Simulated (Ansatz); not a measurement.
# NbC (Niobocarbide): the cost of one run

Program: Ansatz 0.2.0. Level of theory: DFT LDA, scalar-relativistic, plane waves, PAW. These are calculated values, not measurements.

## (1) The starting structure

The structure is cubic, space group Fm-3m (No. 225). Conventional cell: a = 4.469 Å, b = 4.469 Å, c = 4.469 Å, α = 90.00°, β = 90.00°, γ = 90.00°. Nb (site symmetry m-3m) has 6 C at 2.23 Å as nearest neighbours. C (site symmetry m-3m) is surrounded by 6 Nb at 2.23 Å.

Coordinates:

```cif
data_structure
_symmetry_space_group_name_H-M 'Fm-3m'
_symmetry_Int_Tables_number 225
_cell_length_a 4.4691
_cell_length_b 4.4691
_cell_length_c 4.4691
_cell_angle_alpha 90.000
_cell_angle_beta 90.000
_cell_angle_gamma 90.000
_cell_volume 89.26
loop_
_atom_site_label
_atom_site_type_symbol
_atom_site_symmetry_multiplicity
_atom_site_Wyckoff_symbol
_atom_site_fract_x
_atom_site_fract_y
_atom_site_fract_z
_atom_site_occupancy
Nb1 Nb 4 a 0.00000 0.00000 0.00000 1
C1 C 4 b 0.50000 0.00000 0.00000 1
```

Source of the structure: the Crystallography Open Database.

(A quick probe on a coarse mesh, which set the mesh and smearing, is not shown.)

## (3) A loose first relaxation

Contents of input.yaml:

```yaml
crystal:
  lattice:
    - [0.0, 2.23455, 2.23455]
    - [2.23455, 0.0, 2.23455]
    - [2.23455, 2.23455, 0.0]
  atoms:
    - { symbol: Nb, position: [0.0, 0.0, 0.0] }
    - { symbol: C, position: [0.5, 0.5, 0.5] }
basis:
  ecutwfc: 420
kpoints:
  mp_grid: { grid: [8, 8, 8] }
hamiltonian:
  xc: lda
scf:
  occupations: { method: gaussian, width: 0.1 }
output:
  forces: true
  stress: true
  eigenvalues: true
relax:
  adjacent_minimum: "off"
  f_tol: 0.05
  max_steps: 80
  cell: { stress_tol: 0.5 }
```

Launch:

```
$ ansatz run input.yaml --threads 1 --pin off --max-ram 2560MiB --backend cpu --events-out ev --progress --plain --runs-dir out
```

**Question.** How long does this run take on 1 thread of an x86-64 CPU, shared host, and how much memory does it need?

About 1.7 s, with a peak of 0.36 GiB.
